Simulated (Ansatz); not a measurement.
A surface is cut from this relaxed crystal of Te:

```cif
data_structure
_symmetry_space_group_name_H-M 'P3_221'
_symmetry_Int_Tables_number 154
_cell_length_a 4.3181
_cell_length_b 4.3181
_cell_length_c 5.9667
_cell_angle_alpha 90.000
_cell_angle_beta 90.000
_cell_angle_gamma 120.000
_cell_volume 96.35
loop_
_atom_site_label
_atom_site_type_symbol
_atom_site_symmetry_multiplicity
_atom_site_Wyckoff_symbol
_atom_site_fract_x
_atom_site_fract_y
_atom_site_fract_z
_atom_site_occupancy
Te1 Te 3 b 0.28468 0.00000 0.16667 1
```

Miller indices refer to the conventional cell of P3_221 (No. 154), a = 4.318 Å, b = 4.318 Å, c = 5.967 Å, α = 90.00°, β = 90.00°, γ = 120.00°.

Consider the (001) slab of 6 planes, 9.9 Å thick with 15 Å of vacuum as cut; outer planes Te (top) and Te (bottom), all atoms relaxed.

All numbers below come from DFT PBE+D3(BJ), scalar-relativistic, plane waves, PAW (Ansatz 0.2.0). Settings: cutoff 420 eV, Γ-centred mesh 9×9×1 on the computed 6-atom cell, Gaussian smearing of 0.10 eV; no spin polarisation. The cell repeats along c with a dipole correction in the vacuum.

The slab's middle planes relax by over 3 % too, so it holds no bulk-like region.

(1) Estimate the surface energy (mean of both faces).

(2) The top two planes lie 1.989 Å apart in the bulk. How does relaxation change this?

Spin-orbit coupling is left out, which matters for the bands of heavy elements. An odd mesh misses points on the zone edge, so a gap read on it can be too wide. Gaps are read on the k points sampled, so a band crossing between them can be missed.

## Answers

(1) 0.47 J/m².

(2) The spacing becomes 1.780 Å (-10.5 %).